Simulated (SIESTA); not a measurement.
Crystal: ZnAu.

```xyz
2
Lattice="3.1470 0.0000 0.0000 0.0000 3.1470 0.0000 0.0000 0.0000 3.1470" Properties=species:S:1:pos:R:3 pbc="T T T"
Au    0.0000    0.0000    0.0000
Zn    1.5735    1.5735    1.5735
```

Base run:

| Property | Result |
| --- | --- |
| Program | SIESTA 5.4.2 |
| Functional | PBEsol |
| Potentials or basis | PseudoDojo 0.4 standard (PBEsol files) |
| Basis | DZP (energy shift 0.003 Ry; two zetas on semicore shells) |
| Grid cutoff | 800 Ry |
| Energy shift | 0.003 Ry |
| k mesh | 6 × 6 × 6 |
| Occupations | fermi-dirac, width 0.05 eV |
| Spin | no spin polarisation |

Its results: band gap on the k mesh none (metal or under the smearing width); pressure -3.4 GPa.

Problem. The run is repeated on the same cell with these changes: potentials or basis from PseudoDojo 0.4 standard (PBEsol files) to PseudoDojo 0.4 standard (PBEsol files, fully relativistic); spin from no spin polarisation to non-collinear spin, zero start, spin-orbit coupling. What comes out?

Solution. Band gap on the k mesh none (metal or under the smearing width); pressure -6.5 GPa; net moment 0.00 μB per cell.

Caveats: short orbitals over semicore shells can move pressures by several GPa; the valence orbitals were made in a potential fitted to the semicore shell under them, which widens gaps by tenths of an eV or more; the basis of atomic orbitals isn't converged, which shifts pressures, moduli and gaps.

Not every run made on this cell is shown here.
